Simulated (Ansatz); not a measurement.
**Al₂O₃, one structure, two calculations**

Cell: a Materials Project structure (computed, not necessarily an observed phase), whose atoms a relaxation with PBE at fixed cell left in place.

Space group R-3c:H (No. 167); a = 4.8050, c = 13.1163 Å, γ = 120.00°.

```csv
site,Wyckoff,site symmetry,x,y,z
Al,12c,3.,0.0000,0.0000,0.1479
O,18e,.2,0.0272,0.6667,0.9167
```

One atom of each set is listed; the run and its k-mesh use a cell of 10 atoms with edges of 5.18, 5.18, 5.18 Å.

First run. All values are calculated (Ansatz; DFT, PBE, plane waves and PAW, scalar-relativistic, 420 eV cutoff, Γ-centred 8×8×8 k-points, Fermi–Dirac smearing 0.02 eV), not measured.

| site | V_zz (10²¹ V/m²) | η |
| --- | --- | --- |
| Al | 0.54 | 0.00 |
| O | -4.00 | 0.52 |

Second run. The same atoms and settings, except that the functional is r2SCAN and the cutoff is 500 eV.

Task: Given the first result, estimate the second.

Result: 

```
site   V_zz     η  change of V_zz
  Al   0.54  0.00            0.00
   O  -3.98  0.52           +0.02
```

No V_zz moves by more than 0.02. In per cent, |V_zz| changes by +1 on Al, 0 on O (all sites that start above 0.5).

For the second run: At this cell the r2SCAN pressure is -7 GPa, so with r2SCAN the cell would shrink if it were relaxed. The entry's cell may itself be off. With these PAW files V_zz is typically within 2 to 3 % of all-electron values, but misses above 10 % occur on Al.
